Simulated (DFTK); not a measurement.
The system is NaCl.

```
Cl Na
1.0
     3.50219    0.00000    0.00000
     0.00000    3.50219    0.00000
     0.00000    0.00000    3.50219
Cl Na
1 1
Direct
  0.50000 0.50000 0.50000
  0.00000 0.00000 0.00000
```

Measurements of this composition are mostly on another form, of space group No. 225.

| Quantity | Value |
| --- | --- |
| Program | DFTK 0.8.2 |
| Task | single point |
| Functional | PBE |
| Potentials or basis | dojo.nc.sr.pbe.v0_4_1.standard.upf (PBE) |
| Cutoff | 1197 eV |
| k mesh | 8 × 8 × 8 |
| Occupations | fermi-dirac, width 0.05 eV |
| Spin | no spin polarisation |

On this cell: pressure 0.1 GPa; largest force zero by symmetry; band gap on the k mesh 3.98 eV, indirect (least direct gap 4.47 eV).

The same run follows on a disturbed copy (atoms moved at random, drawn with an rms of 0.05 Å):

```xyz
2
Lattice="3.5022 0.0000 0.0000 0.0000 3.5022 0.0000 0.0000 0.0000 3.5022" Properties=species:S:1:pos:R:3 pbc="T T T"
Cl    1.7450    1.7385    1.7579
Na   -0.0325    0.0052   -0.0256
```

Problem. What does the disturbed cell give?

Solution. The energy moves by +0.3 meV/atom; pressure 0.1 GPa; largest force 0.020 eV/Å; band gap on the k mesh 3.98 eV, indirect (least direct gap 4.47 eV).

Forces on the atoms (eV/Å):
```
Cl  -0.009  0.006 -0.011
Na   0.011 -0.007  0.014
```

A k mesh can miss the band edges.
